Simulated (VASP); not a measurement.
Here is a VASP 6.6.1 calculation.

Contents of INCAR:

```
PREC = Accurate
ENCUT = 520
EDIFF = 1E-7
ISMEAR = 0
SIGMA = 0.1
LREAL = F
LASPH = T
NELM = 80
ALGO = Fast
ISIF = 2
LWAVE = F
LCHARG = F
MAGMOM = 0 0 0 0 0 0
LORBIT = 11
LSORBIT = T
GGA_COMPAT = F
GGA = PS
NBANDS = 22
```

KPOINTS

```
regular mesh
0
Gamma
  14 10 10
```

File POSCAR:

```
Sb
1.0
    3.0655800000      0.0000000000      0.0152100000
    0.0000000000      4.3289800000      0.0000000000
   -0.0166700000      0.0000000000      4.3295000000
Sb
2
Direct
    0.0004300000      0.7500000000      0.7499400000
    0.9995700000      0.2500000000      0.2500600000
```

Potentials or basis: VASP PAW PBE potentials, release 64 (Sb).

Launch:

```console
$ cat potpaw_PBE.64/Sb/POTCAR > POTCAR
$ mpirun -np 1 vasp_ncl > vasp.out
```

Task: What does it give for the net moment?

Result: 0.00 μB per cell.

Task: Predict the pressure.

Result: 0.1 GPa.

Stress tensor (GPa, compression positive):
```
0.19 0.00 0.00
0.00 0.10 0.00
0.00 0.00 0.10
```

Caveat: the PAW data sets were made with another functional, which shifts forces and pressure a little.
